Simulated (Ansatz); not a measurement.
I need a calculation of the dielectric tensor and Born charges of SrO, space group P6_3mc. Use Ansatz 0.2.0, Python API. Use: LDA, PAW, the default cutoff (420 eV here), 6×6×4 k-points, fixed occupations.

```cif
data_structure
_symmetry_space_group_name_H-M 'P 1'
_symmetry_Int_Tables_number 1
_cell_length_a 4.2755
_cell_length_b 4.2755
_cell_length_c 5.1556
_cell_angle_alpha 90.000
_cell_angle_beta 90.000
_cell_angle_gamma 120.000
_cell_volume 81.62
loop_
_atom_site_label
_atom_site_type_symbol
_atom_site_fract_x
_atom_site_fract_y
_atom_site_fract_z
_atom_site_occupancy
Sr1 Sr 0.33333 0.66667 0.93813 1
Sr2 Sr 0.66667 0.33333 0.43813 1
O1 O 0.33333 0.66667 0.43687 1
O2 O 0.66667 0.33333 0.93687 1
```

Script `eps_sro.py`:
```python
"""High-frequency dielectric tensor and Born charges of SrO."""

import warnings

import ansatz as az
import numpy as np

warnings.simplefilter("ignore", az.DeckWarning)

xtal = (
    az.Lattice.from_parameters(4.27546627, 4.27546627, 5.15559499, alpha=90, beta=90, gamma=120)
    .space_group(186)
    .atom("Sr", (1 / 3, 2 / 3, 0.9381277))
    .atom("O", (1 / 3, 2 / 3, 0.4368723))
)

# an insulator: whole occupations
job = (
    xtal.calculation()
    .functional("lda")
    .kpoints(6, 6, 4)
    .occupations("fixed")
    .dielectric()
)
out = job.run(threads=1)
response = out.dielectric
eps = np.asarray(response.eps_inf)

values = np.linalg.eigvalsh(eps)
print("principal values of eps_inf:", np.round(values, 3))
print("refractive indices:", np.round(np.sqrt(values), 3))
for index, (site, z) in enumerate(zip(out.lattice.sites, response.zstar_e)):
    print("Born charge tensor of", site.symbol, index)
    print(np.round(z, 3) + 0.0)
print(f"charge neutrality missed by {response.zstar_sum_residual_pre_e:.4f} e before the sum rule")
```

```console
$ python eps_sro.py
principal values of eps_inf: [3.383 3.383 3.455]
refractive indices: [1.839 1.839 1.859]
Born charge tensor of Sr 0
[[2.088 0.    0.   ]
 [0.    2.088 0.   ]
 [0.    0.    2.409]]
Born charge tensor of Sr 1
[[2.088 0.    0.   ]
 [0.    2.088 0.   ]
 [0.    0.    2.409]]
Born charge tensor of O 2
[[-2.088  0.     0.   ]
 [ 0.    -2.088  0.   ]
 [ 0.     0.    -2.409]]
Born charge tensor of O 3
[[-2.088  0.     0.   ]
 [ 0.    -2.088  0.   ]
 [ 0.     0.    -2.409]]
charge neutrality missed by 0.0002 e before the sum rule
```

Caveats:
- Under fixed occupations the level called the Fermi level is the highest filled one on the SCF mesh; off the mesh a filled band can lie a little above it.
- Within a few hundredths of an angstrom the cell has the higher group P6_3/mmc; the lower one is a small distortion.
- Averages over directions belong to no single polarisation, least of all in layered crystals.
- This cell is a computed structure, which may not be the phase found in nature.
- This is the electronic (clamped-ion) response; a semilocal gap that is too small tends to raise it. The typed mesh is that of the SCF; the response is solved on denser meshes that the run picks.
- Wall time of the script: 74 s on 1 thread of Arm Neoverse V1, on a shared host, peak memory 0.69 GiB.
